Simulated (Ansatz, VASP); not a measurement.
Two plane-wave programs on Y

File INCAR:

```
SYSTEM = Y
ALGO     = Normal         ! electronic algorithm
EDIFF    = 1E-7           ! SCF threshold, eV
ENCUT    = 520            ! plane-wave cutoff, eV
GGA      = PS             ! functional
ISIF     = 2              ! what is computed and relaxed
ISMEAR   = -1             ! smearing method
LASPH    = .True.         ! aspherical terms in the spheres
LCHARG   = .False.        ! write CHGCAR
LREAL    = .False.        ! projectors in reciprocal space
LWAVE    = .False.        ! write WAVECAR
NBANDS   = 30             ! bands
NELM     = 100            ! most SCF steps
PREC     = Accurate       ! precision mode
SIGMA    = 0.1            ! smearing width, eV
```

Contents of KPOINTS:

```
k-points
0
Gamma
  12 12 3
  0 0 0
```

The input POSCAR:

```
Y
1.0
    3.3962411457      0.0000000000      0.0000000000
   -1.6981205729      2.9412311096      0.0000000000
    0.0000000000      0.0000000000     10.9128985751
Y
4
Direct
    0.0000000000      0.0000000000      0.0000000000
    0.0000000000      0.0000000000      0.5000000000
    0.3333333333      0.6666666667      0.2500000000
    0.6666666667      0.3333333333      0.7500000000
```

Input for Ansatz:

```yaml
crystal:
  lattice:
    - [3.3962411457, 0.0, 0.0]
    - [-1.6981205729, 2.9412311096, 0.0]
    - [0.0, 0.0, 10.9128985751]
  atoms:
    - { symbol: "Y", position: [0.0, 0.0, 0.0] }
    - { symbol: "Y", position: [0.0, 0.0, 0.5] }
    - { symbol: "Y", position: [0.3333333333, 0.6666666667, 0.25] }
    - { symbol: "Y", position: [0.6666666667, 0.3333333333, 0.75] }
hamiltonian:
  xc: pbesol
  pseudopotentials:
    kind: paw
    azcp:
      "Y": "pseudopotentials/Y.paw.azcp"
basis:
  ecutwfc: 420
  fft_grid_basis: typed
kpoints:
  mp_grid: { grid: [12, 12, 3], shift: [0, 0, 0] }
magnetization:
  spin_polarized: false
scf:
  occupations: { method: fermi_dirac, width: 0.1 }
  lower_state_search: "off"
output:
  stress: true
  write_density: true
  write_potential: true
  elf: true
  volumetric_format: npy
```

Alike in both runs: task single point; functional PBEsol; k mesh 12 × 12 × 3; occupations fermi-dirac, width 0.1 eV; no spin polarisation.

```csv
,VASP,Ansatz
version,VASP 6.6.1,Ansatz 0.2.0
potentials or method,"VASP PAW PBE potentials, release 64 (Y_sv)","plane waves (420 eV) with PAW, scalar-relativistic"
plane-wave cutoff (eV),520,420
valence electrons in the cell,44,44
```

|  | VASP | Ansatz | Ansatz less VASP |
| --- | --- | --- | --- |
| pressure (GPa) | 6.2 | 6.4 | +0.21 |
| largest component of the traceless stress (GPa) | 0.11 | 0.10 | -0.008 |

Ansatz warned: «pseudo_functional_mismatch».

Caveats: the PAW data sets were made with another functional, which shifts forces and pressure a little (VASP).
